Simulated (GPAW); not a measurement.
Runs of GPAW 26.7.0 on CdSe (Cadmoselite). It takes space group P6_3mc (No. 186, hexagonal). The conventional cell has a = 4.300 Å, b = 4.300 Å, c = 7.020 Å, α = 90.00°, β = 90.00°, γ = 120.00°. Cd (site symmetry 3m) has 4 Se at 2.61 to 2.70 Å as nearest neighbours. Around Se (site symmetry 3m) lie 4 Cd at 2.61 to 2.70 Å. 

| task | level | potentials or basis | spin | cutoff (eV) | band path | band points | data set | spin axis theta (degrees) | spin axis phi (degrees) | grid spacing | gap on the mesh (eV) | pressure (GPa) | largest force (eV/Å) |
| --- | --- | --- | --- | --- | --- | --- | --- | --- | --- | --- | --- | --- | --- |
| band structure | LDA | JTH PAW 2.0, LDA, pw | off | 600 | GMKGALHA,LM,KH | 60 | Cd jth, Se jth | - | - | - | 0.41 | -1.7 | (a) |
| band structure | BP86 | PAW data sets generated in the run's folder for this functional, pw | SOC, no magnetisation | 600 | GMKGALHA,LM,KH | 80 | - | 90 | 45 | - | 0.50 | 2.9 | 0.29 |
| band structure | MS2 | GPAW PAW data sets (gpaw-data 1.2.1), pw | SOC, no magnetisation | 600 | GMKGALHA,LM,KH | 60 | - | 54.7 | 45 | - | (b) | 1.0 | 0.27 |
| band structure | PBE | GPAW PAW data sets (gpaw-data 1.2.1), fd | off | - | GMKGALHA,LM,KH | 60 | - | - | - | 0.2 Å | 0.69 | - | - |

Alike in all rows: cell as given; k mesh 5 × 5 × 3; smearing fermi-dirac 0.05 eV.

**Question.** Fill in the values left out.

**Answer.** (a) 0.26; (b) 0.92.

Caveats: spin-orbit coupling was added after a scalar SCF, so levels and gaps hold it while energy, forces, pressure and moments don't (some runs); this program's spin-orbit splittings come out too wide for heavy elements (some runs); the program truncates these outside data sets (some runs); the PAW data sets were made with another functional, which shifts forces and pressure a little (some runs); the real-space grid adds noise to forces (some runs); the forces don't sum to zero, a sign of grid noise (some runs).

A k mesh can miss the band edges, and rows without SOC leave out spin-orbit coupling on Cd, Se.
